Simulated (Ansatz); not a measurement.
## How much does Al in Cu(100), 2x2 scatter?

Aim: the resistance that Al in Cu(100), 2x2 adds to the host.

Main program and level: Ansatz 0.2.0; Ansatz plane-wave DFT, PBE, PAW files; ballistic transport by layer matching (Landauer), zero bias; PAW set soft_1, in the first sound run; inputs show where later runs differ.

**1. The starting structure**

The cell holds 56 atoms: 55 Cu and 1 Al. Cell: a = 5.112 Å, b = 5.112 Å, c = 25.305 Å, α = 90.0°, β = 90.0°, γ = 90.0°. It derives from Cu. Regions: lead, 32 atoms (32 Cu); scattering region, 24 atoms (23 Cu and 1 Al). The structure is stacked along c, and the current runs across the ab planes.

**2. Transmission at ideal sites**

The defect sits in one plane of the supercell, all atoms on ideal sites; the layers about the cell's end are the lead. The mesh across the current, 10×10, is finer than the density's, because channels open and close sharply across the zone. Energies from -0.1 to 0.1 eV in steps of 0.05 eV are too few for the program's thermal sum, so it prints no conductance; for a metal the transmission near the Fermi level serves, at a fraction of the cost.

The input, input.yaml:

```yaml
crystal:
  lattice:
    - [5.1123254594, 0.0, 0.0]
    - [0.0, 5.1123254594, 0.0]
    - [0.0, 0.0, 25.30472]
  atoms:
    - { symbol: Cu, position: [0.0, 0.0, 0.0357142857] }
    - { symbol: Cu, position: [0.0, 0.5, 0.0357142857] }
    - { symbol: Cu, position: [0.5, 0.0, 0.0357142857] }
    - { symbol: Cu, position: [0.5, 0.5, 0.0357142857] }
    - { symbol: Cu, position: [0.25, 0.25, 0.1071428571] }
    - { symbol: Cu, position: [0.25, 0.75, 0.1071428571] }
    - { symbol: Cu, position: [0.75, 0.25, 0.1071428571] }
    - { symbol: Cu, position: [0.75, 0.75, 0.1071428571] }
    - { symbol: Cu, position: [0.0, 0.0, 0.1785714286] }
    - { symbol: Cu, position: [0.0, 0.5, 0.1785714286] }
    - { symbol: Cu, position: [0.5, 0.0, 0.1785714286] }
    - { symbol: Cu, position: [0.5, 0.5, 0.1785714286] }
    - { symbol: Cu, position: [0.25, 0.25, 0.25] }
    - { symbol: Cu, position: [0.25, 0.75, 0.25] }
    - { symbol: Cu, position: [0.75, 0.25, 0.25] }
    - { symbol: Cu, position: [0.75, 0.75, 0.25] }
    - { symbol: Cu, position: [0.0, 0.0, 0.3214285714] }
    - { symbol: Cu, position: [0.0, 0.5, 0.3214285714] }
    - { symbol: Cu, position: [0.5, 0.0, 0.3214285714] }
    - { symbol: Cu, position: [0.5, 0.5, 0.3214285714] }
    - { symbol: Cu, position: [0.25, 0.25, 0.3928571429] }
    - { symbol: Cu, position: [0.25, 0.75, 0.3928571429] }
    - { symbol: Cu, position: [0.75, 0.25, 0.3928571429] }
    - { symbol: Cu, position: [0.75, 0.75, 0.3928571429] }
    - { symbol: Cu, position: [0.0, 0.0, 0.4642857143] }
    - { symbol: Cu, position: [0.0, 0.5, 0.4642857143] }
    - { symbol: Cu, position: [0.5, 0.0, 0.4642857143] }
    - { symbol: Cu, position: [0.5, 0.5, 0.4642857143] }
    - { symbol: Al, position: [0.25, 0.25, 0.5357142857] }
    - { symbol: Cu, position: [0.25, 0.75, 0.5357142857] }
    - { symbol: Cu, position: [0.75, 0.25, 0.5357142857] }
    - { symbol: Cu, position: [0.75, 0.75, 0.5357142857] }
    - { symbol: Cu, position: [0.0, 0.0, 0.6071428571] }
    - { symbol: Cu, position: [0.0, 0.5, 0.6071428571] }
    - { symbol: Cu, position: [0.5, 0.0, 0.6071428571] }
    - { symbol: Cu, position: [0.5, 0.5, 0.6071428571] }
    - { symbol: Cu, position: [0.25, 0.25, 0.6785714286] }
    - { symbol: Cu, position: [0.25, 0.75, 0.6785714286] }
    - { symbol: Cu, position: [0.75, 0.25, 0.6785714286] }
    - { symbol: Cu, position: [0.75, 0.75, 0.6785714286] }
    - { symbol: Cu, position: [0.0, 0.0, 0.75] }
    - { symbol: Cu, position: [0.0, 0.5, 0.75] }
    - { symbol: Cu, position: [0.5, 0.0, 0.75] }
    - { symbol: Cu, position: [0.5, 0.5, 0.75] }
    - { symbol: Cu, position: [0.25, 0.25, 0.8214285714] }
    - { symbol: Cu, position: [0.25, 0.75, 0.8214285714] }
    - { symbol: Cu, position: [0.75, 0.25, 0.8214285714] }
    - { symbol: Cu, position: [0.75, 0.75, 0.8214285714] }
    - { symbol: Cu, position: [0.0, 0.0, 0.8928571429] }
    - { symbol: Cu, position: [0.0, 0.5, 0.8928571429] }
    - { symbol: Cu, position: [0.5, 0.0, 0.8928571429] }
    - { symbol: Cu, position: [0.5, 0.5, 0.8928571429] }
    - { symbol: Cu, position: [0.25, 0.25, 0.9642857143] }
    - { symbol: Cu, position: [0.25, 0.75, 0.9642857143] }
    - { symbol: Cu, position: [0.75, 0.25, 0.9642857143] }
    - { symbol: Cu, position: [0.75, 0.75, 0.9642857143] }
kpoints:
  mp_grid: { grid: [4, 4, 1] }
hamiltonian:
  xc: pbe
  pseudopotentials: { kind: paw, azcp: { folder: soft_1 } }
scf:
  occupations: { method: fermi_dirac, width: 0.1 }
output:
  transmission: { leads: [[0, 4]], kmesh: [10, 10], e_range: [-0.1, 0.1], de: 0.05 }
  write_potential: true
  write_density: true
  volumetric_format: npy
  elf: true
```

Started as:

```
$ ansatz run input.yaml --threads 4 --pin off --max-ram 15360MiB --backend cpu --events-out ev --progress --plain --runs-dir out
```

Numbers of over 12 decimals in the logs are rounded to 6 here.

Output:

```text
Engine: ansatz 0.2.0, aarch64-unknown-linux-gnu
Pseudopotentials: kind: paw
Pseudopotential: Cu, paw, valence charge 19, recommended cutoff 420 eV (normal), soft_1/Cu.paw.azcp
Pseudopotential: Al, paw, valence charge 3, recommended cutoff 420 eV (normal), soft_1/Al.paw.azcp
Functional definition: PBE
  parameter kappa = 0.804
  parameter beta = 0.066725
  exchange = pbe_x(kappa = kappa, mu = beta*pi^2/3)
  correlation = pbe_c(beta = beta)
Crystal: 56 atoms, lattice volume = 661.361 Å³
Basis set: ecut = 420 eV, 12885 PW (Γ)
Bands: 629, of which v1, the nominal top of the filled ones, is band 524 counted from 1 (523 counted from 0)
Symmetry: 16 space group operations
Space group: P4/mmm (ITA 123), of the structure as read, at distance tolerance 8.7e-5 Å
k-points: 6 of 16
Non-local potential: Cu, projectors of the file, l = 0: 3, l = 1: 2, l = 2: 3, l = 3: 1
Non-local potential: Al, projectors of the file, l = 0: 2, l = 1: 2, l = 2: 1
PAW form: soft (Blöchl's): semilocal exchange-correlation on the pseudo side does not see the compensation charge
PAW one-centre angular grid: Cu, 590 points (default); XC on 64 Gauss nodes
PAW one-centre angular grid: Al, 110 points (default); XC on 64 Gauss nodes
Initial density: superposition of atomic densities (chi_scale 0.1, normalization cell, long waves kept (reshape's long-wave potential 0.43 eV rms))
Initial wavefunctions: pseudopotential atomic-orbital guess
Functional: x = pbe(κ = 0.804, μ = 0.219515), c = pbe(β = 0.066725)
SCF iter   1: F=—  HF=-364979.291671 eV  |F-HF|=—  |Δ(HF+E_count)|=         —  Δρ=2.80e-1  dr2=6.83e2  ethr=3.10e-3  ⟨swp⟩=4.8  Hψ=11788  notcnv=0  defer=16
preconditioner: auto → Kerker (q_TF=auto, 2.946 Å⁻¹)  [metal: Δε(μ)=0.070 eV  Ē_g=8.982 eV  σ=0.100 eV  W_gap=0.17  n_scr=306 (ndim 8)  ℏωp=35.6 eV  f_vac=0.000  D(μ)=25.03/eV (n_scr^D=184)]
SCF iter   2: F=—  HF=-364934.448750 eV  |F-HF|=—  |Δ(HF+E_count)|=    4.48e1  Δρ=8.31e-2  dr2=2.25e2  ethr=3.10e-3  ⟨swp⟩=2.0  Hψ=7270  notcnv=0  defer=449
SCF iter   3: F=—  HF=-364925.677010 eV  |F-HF|=—  |Δ(HF+E_count)|=    8.77e0  Δρ=5.01e-2  dr2=7.53e1  ethr=3.10e-3  ⟨swp⟩=2.0  Hψ=4457  notcnv=0  defer=459
SCF iter   4: F=—  HF=-364923.035054 eV  |F-HF|=—  |Δ(HF+E_count)|=    2.64e0  Δρ=1.46e-2  dr2=3.37e1  ethr=3.10e-3  ⟨swp⟩=2.0  Hψ=5180  notcnv=0  defer=459
SCF iter   5: F=—  HF=-364923.437414 eV  |F-HF|=—  |Δ(HF+E_count)|=   4.02e-1  Δρ=6.76e-3  dr2=7.72e0  ethr=3.10e-3  ⟨swp⟩=1.3  Hψ=4352  notcnv=0  defer=462
SCF iter   6: F=—  HF=-364923.172464 eV  |F-HF|=—  |Δ(HF+E_count)|=   2.65e-1  Δρ=8.81e-3  dr2=3.17e0  ethr=7.37e-4  ⟨swp⟩=2.0  Hψ=5096  notcnv=0  defer=467
SCF iter   7: F=—  HF=-364923.145443 eV  |F-HF|=—  |Δ(HF+E_count)|=   2.70e-2  Δρ=3.27e-3  dr2=3.71e-1  ethr=3.03e-4  ⟨swp⟩=1.5  Hψ=4018  notcnv=0  defer=461
SCF iter   8: F=—  HF=-364923.134682 eV  |F-HF|=—  |Δ(HF+E_count)|=   1.08e-2  Δρ=9.27e-4  dr2=3.46e-2  ethr=3.54e-5  ⟨swp⟩=1.0  Hψ=3650  notcnv=0  defer=461
SCF iter   9: F=—  HF=-364923.136579 eV  |F-HF|=—  |Δ(HF+E_count)|=   1.90e-3  Δρ=3.31e-4  dr2=1.14e-3  ethr=3.31e-6  ⟨swp⟩=1.0  Hψ=3306  notcnv=0  defer=461
SCF iter  10: F=—  HF=-364923.136690 eV  |F-HF|=—  |Δ(HF+E_count)|=   1.11e-4  Δρ=1.05e-4  dr2=1.40e-4  ethr=1.08e-7  ⟨swp⟩=2.0  Hψ=4969  notcnv=0  defer=461
SCF iter  11: F=—  HF=-364923.136680 eV  |F-HF|=—  |Δ(HF+E_count)|=   1.00e-5  Δρ=8.98e-5  dr2=6.13e-5  ethr=1.34e-8  ⟨swp⟩=2.0  Hψ=6464  notcnv=0  defer=461
SCF iter  12: F=—  HF=-364923.136914 eV  |F-HF|=—  |Δ(HF+E_count)|=   2.34e-4  Δρ=4.18e-5  dr2=3.45e-5  ethr=5.85e-9  ⟨swp⟩=2.0  Hψ=6447  notcnv=0  defer=461
SCF iter  13: F=—  HF=-364923.136913 eV  |F-HF|=—  |Δ(HF+E_count)|=   1.63e-6  Δρ=1.50e-5  dr2=7.73e-6  ethr=3.29e-9  ⟨swp⟩=2.3  Hψ=4594  notcnv=0  defer=461
SCF iter  14: F=—  HF=-364923.136912 eV  |F-HF|=—  |Δ(HF+E_count)|=   2.76e-7  Δρ=9.54e-6  dr2=3.05e-6  ethr=7.38e-10  ⟨swp⟩=1.8  Hψ=3602  notcnv=0  defer=461
SCF iter  15: F=—  HF=-364923.136912 eV  |F-HF|=—  |Δ(HF+E_count)|=   9.19e-8  Δρ=5.70e-6  dr2=5.57e-7  ethr=2.91e-10  ⟨swp⟩=2.0  Hψ=4138  notcnv=0  defer=461
SCF iter  16: F=-364923.136912 eV  HF=-364923.136912 eV  |F-HF|=8.07e-8  |Δ(HF+E_count)|=   3.02e-8  Δρ=2.37e-6  dr2=8.91e-8  ethr=9.54e-12  ⟨swp⟩=6.0  Hψ=14517  notcnv=0
SCF 1 converged in 16 iterations: F = -364923.136912 eV  dr2 = 8.91e-8
  greatest PAW one-centre occupation: 1.000 electrons in one spin orbital (limit 2), on the Cu atom at site 31 (counted from 0), in its partial waves of l = 0
transmission: 87 of 840 steps passed
transmission: 171 of 840 steps passed
[...]
transmission: 840 of 840 steps passed
SCF converged after 16 iterations
Free energy (F): -364923.136912 eV
Harris-Foulkes:  -364923.136912 eV  (|F-HF|=8.07e-8)
Internal energy: -364922.356083 eV  (E = F + TS)
E sigma→0 (E₀):  -364922.746498 eV
Entropy (-TS):   -0.780829 eV (-13.943 meV/atom)
Fermi energy:    16.320486 eV
--- Per-component energies (eV) ---
  E_band       = -20266.261211
  E_kinetic    = 14424.930835
  E_local      = -253217.192383  (includes V_loc(G=0)·N_el)
  E_nonlocal   = 48936.378121
  E_hartree    = 107638.768243
  E_xc         = -3837.301046
  E_vxc        = -4935.724490  (∫ρ·V_xc dr)
  E_paw        = -100279.127712  (= ΣΔE_a)
  E_vpaw       = -40752.262792  (= ΣTr[D̂ρ^β])
  E_aug_tail   = 0.056559  (compensation charges beyond the density's cutoff)
  E_ewald      = -178588.868701
  E_smearing   = -0.780829  (= −TS)
  E_closure    = 0.000000  (closes the sum)
  Σ components = -364923.136912   (vs F -364923.136912, Δ=0.00e0)
--- Band table (eV; the first three rows and the last of 6) ---
  k-point 0: bands = [... 520 lower, 15.7693, 15.7887, 15.8691, 15.8732, 15.8877, 15.8877, 15.9476, 15.9486, ... 101 higher]
  k-point 1: bands = [... 520 lower, 16.1447, 16.1915, 16.2029, 16.2504, 16.2617, 16.3772, 16.3784, 16.4525, ... 101 higher]
  k-point 2: bands = [... 520 lower, 16.6049, 16.6219, 16.6406, 16.6462, 16.7116, 16.7266, 16.7396, 16.7482, ... 101 higher]
  k-point 5: bands = [... 520 lower, 15.5031, 15.5031, 15.5278, 16.3898, 16.4165, 16.4165, 16.4188, 16.4580, ... 101 higher]
--- Transmission ---
  basis      : 225 plane waves across, 40 finite elements along
  points     : 21, standing for a mesh of 10 x 10
  energies   : 5 from -0.100000 to 0.100000 eV about the Fermi level, 0.050000 eV apart; the leads are filled to 0.000000 eV, and channels, transmission and decay are at 0.000000 eV
  crystal 0  : Cu4, at the sites [0, 4], period 1.8075 Å, over 23.50 Å; its Hamiltonian steps by up to 0.8 meV
    offset         : up to 0.0000 Å between an atom of the period and one for which it stands
    channels       : 3.650000e0 a spin
    conductance    : none, the energies end too early or step too widely for 300 K: set another output.transmission.e_range or a lower de, or, where they end at an eighth of basis.ecutwfc, a higher one
  junction   : crystal 0 to crystal 0, 1.11 to 24.61 Å
    transmission   : 3.189327e0 a spin
    conductance    : none, the energies end too early or step too widely for 300 K: set another output.transmission.e_range or a lower de, or, where they end at an eighth of basis.ecutwfc, a higher one
```

Run time: 5.2 min. Hardware: 4 threads of Arm Neoverse V1, shared host; peak memory 7.3 GiB.

Reading the cycles: dr2 is the Hartree energy of the density residual (eV), the measure of convergence; HF is the Harris–Foulkes estimate of the energy, which meets the free energy F at convergence.

This step gave:

```
free energy                                    : -364923.1369 eV
energy at zero smearing                        : -364922.7465 eV
Fermi energy                                   : 16.32 eV
cell area                                      : 26.14 Å²
transmission per spin nearest the Fermi level  : 3.189
open channels per spin nearest the Fermi level : 3.65
step of the lead's potential                   : 0.8 meV
```

Per spin. The transmission, zone mean by energy, zero at the Fermi level:

| energy (eV) | transmission, zone mean |
| --- | --- |
| -0.1000 | 3.23 |
| -0.0500 | 3.21 |
| 0.0000 | 3.19 |
| 0.0500 | 3.22 |
| 0.1000 | 3.22 |

Per spin. The open channels, zone mean, lead by energy, zero at the Fermi level:

```
energy (eV)  open channels, zone mean, lead
    -0.1000                            3.57
    -0.0500                            3.57
     0.0000                            3.65
     0.0500                            3.65
     0.1000                            3.65
```

Transmission over k1 and k2. At 0.0000 eV from the Fermi level.

Ten even steps from '0' (0.98) to '9' (3.93):
```
9999939999
9999858999
9999232999
9982000289
3353000353
9982000289
9999232999
9999858999
9999939999
9999939999
```
Columns: k1 (b1) from -0.5 to 0.4; rows upwards: k2 (b2) from -0.5 to 0.4.

Open channels over k1 and k2. At 0.0000 eV from the Fermi level.

Values, 10 rows by 10 columns:
```
4.00 4.00 4.00 4.00 4.00 4.00 4.00 4.00 4.00 4.00
4.00 4.00 4.00 4.00 4.00 4.00 4.00 4.00 4.00 4.00
4.00 4.00 4.00 4.00 3.00 2.00 3.00 4.00 4.00 4.00
4.00 4.00 4.00 3.00 3.00 2.00 3.00 3.00 4.00 4.00
2.00 4.00 4.00 2.00 2.00 1.00 2.00 2.00 4.00 4.00
4.00 4.00 4.00 3.00 3.00 2.00 3.00 3.00 4.00 4.00
4.00 4.00 4.00 4.00 3.00 2.00 3.00 4.00 4.00 4.00
4.00 4.00 4.00 4.00 4.00 4.00 4.00 4.00 4.00 4.00
4.00 4.00 4.00 4.00 4.00 4.00 4.00 4.00 4.00 4.00
4.00 4.00 4.00 4.00 4.00 2.00 4.00 4.00 4.00 4.00
```
Columns: k1 (b1) from -0.5 to 0.4; rows upwards: k2 (b2) from -0.5 to 0.4.

ELF in the ca plane at fractional y = 0.250, with atoms of Cu and Al within 0.2 Å of it. It is the smooth field of the valence electrons, not physical close to the nuclei.

Values, 8 rows by 16 columns, each cell a mean:
```
0.24 0.18 0.21 0.24 0.24 0.17 0.24 0.25 0.23 0.21 0.26 0.25 0.18 0.22 0.23 0.23
0.22 0.31 0.21 0.24 0.18 0.36 0.19 0.24 0.22 0.30 0.23 0.21 0.34 0.18 0.24 0.18
0.22 0.23 0.19 0.24 0.19 0.25 0.20 0.25 0.19 0.23 0.24 0.22 0.25 0.18 0.24 0.18
0.25 0.21 0.24 0.23 0.26 0.20 0.26 0.25 0.30 0.29 0.27 0.26 0.20 0.25 0.23 0.25
0.24 0.18 0.21 0.24 0.23 0.17 0.24 0.28 0.47 0.46 0.33 0.25 0.18 0.22 0.23 0.23
0.22 0.31 0.21 0.24 0.18 0.36 0.19 0.33 0.26 0.20 0.38 0.21 0.34 0.18 0.24 0.18
0.22 0.23 0.19 0.24 0.19 0.25 0.20 0.32 0.32 0.24 0.37 0.22 0.25 0.18 0.24 0.18
0.25 0.21 0.24 0.23 0.26 0.19 0.26 0.26 0.47 0.47 0.30 0.26 0.20 0.25 0.23 0.25
```
Columns run along c (16.0 Å, from fractional 0.18 to 0.82 of the cell), rows up along a (5.1 Å). Atoms in or near the plane, at fractional coordinates: Cu at (0.25, 0.25), Cu at (0.25, 0.75), Cu at (0.39, 0.25), Cu at (0.39, 0.75), Al at (0.54, 0.25), Cu at (0.54, 0.75), Cu at (0.68, 0.25), Cu at (0.68, 0.75).

Electrostatic potential energy in the ca plane at fractional y = 0.250, with atoms of Cu and Al within 0.2 Å of it. With pseudopotentials it is smooth inside the atoms' cores, unlike the true potential.

Ten even steps from '0' (-51 eV) to '9' (19 eV), each cell a mean:
```
99998899999999889999999988999999998899999999
99974469999997446999999744699999974479999997
99840038999984003899998300389999830038999983
99830027999983002799998300279999830027999983
99852258999985225899998522589999952258999985
99987789999998778999999877899999987789999998
99999999999999999999999999999999999999999999
99998899999999889999999988899999998899999999
99974469999997446999998777789999974479999997
99840038999984003899998799789999830038999983
99830027999983002799998799879999830027999983
99852258999985225899998788789999952258999985
99987789999998778999999877899999987789999998
99999999999999999999999999999999999999999999
```
Columns run along c (16.0 Å, from fractional 0.18 to 0.82 of the cell; values clipped at the 3rd and 97th percentile), rows up along a (5.1 Å). Atoms in or near the plane, at fractional coordinates: Cu at (0.25, 0.25), Cu at (0.25, 0.75), Cu at (0.39, 0.25), Cu at (0.39, 0.75), Al at (0.54, 0.25), Cu at (0.54, 0.75), Cu at (0.68, 0.25), Cu at (0.68, 0.75).

Valence density in the ca plane at fractional y = 0.250, with atoms of Cu and Al within 0.2 Å of it. It is the smooth field of the valence electrons, not physical close to the nuclei.

Ten steps, logarithmic in the rise over the least value, from '0' (0 e/Å³) to '9' (42 e/Å³), each cell a mean:
```
00001100000000110000000111100000001100000000
00024421000002442100001244210000024421000012
00148951000015895100001588510000158851000014
00159962000015996100001599610000159961000015
00136741000013664100001366410000136641000013
00012210000001221000000122100000012210000001
00000000000000000000000000000000000000000000
00001100000000110000000000000000001100000000
00024421000002442100000000000000024421000012
00148951000015895100000000000000158851000014
00159962000015996100000000000000159961000015
00136741000013664100000000000000136641000013
00012210000001221000000000000000012210000001
00000000000000000000000000000000000000000000
```
Columns run along c (16.0 Å, from fractional 0.18 to 0.82 of the cell), rows up along a (5.1 Å). Atoms in or near the plane, at fractional coordinates: Cu at (0.25, 0.25), Cu at (0.25, 0.75), Cu at (0.39, 0.25), Cu at (0.39, 0.75), Al at (0.54, 0.25), Cu at (0.54, 0.75), Cu at (0.68, 0.25), Cu at (0.68, 0.75).

Over the solved energies the transmission per spin lies between 3.19 and 3.23, out of 3.62 channels of the lead on average (up to 3.65).

**3. Resistance at ideal sites**

This step: Ansatz plane-wave DFT, PBE, PAW files; ballistic transport by layer matching (Landauer), zero bias; area resistance of the defect plane and resistivity an atomic per cent; PAW set soft_1 (Ansatz 0.2.0).

Numbers from this step:

| Property | Result |
| --- | --- |
| area resistance | 0.1208 fΩ m² |
| T over the leads' mean channel count | 0.8851 |
| resistivity per at.% scaled from this dense plane, with the factor 3/4 for isotropic scattering | 2.005 µΩ cm |

Averaged over the energies near the Fermi level, 88.5 % of the channels pass, which makes 0.121 fΩ m².

By hand, with T and the leads' channels N averaged over the energies near the Fermi level: RA = A (h/2e²)(1/T − 1/N) = 26.14×10⁻²⁰ m² × 12 906 Ω × (1/3.207 − 1/3.623) = 0.121 fΩ m². Per atomic per cent: RA × A / V_atom × 0.01 × 3/4 = 2.01 µΩ cm, with the host's V_atom = 11.81 Å³.

(Continued in part 2 of 3.)

[Logs are printed without paths, hosts, clocks, repeated set-up lines and the standing remarks that a program may print on its own settings, such as how far it seeks lower states.]

[Hosts, paths, dates, database ids (printed as entryN), source tags and the programs' standing remarks are cut or masked in the printed files.]
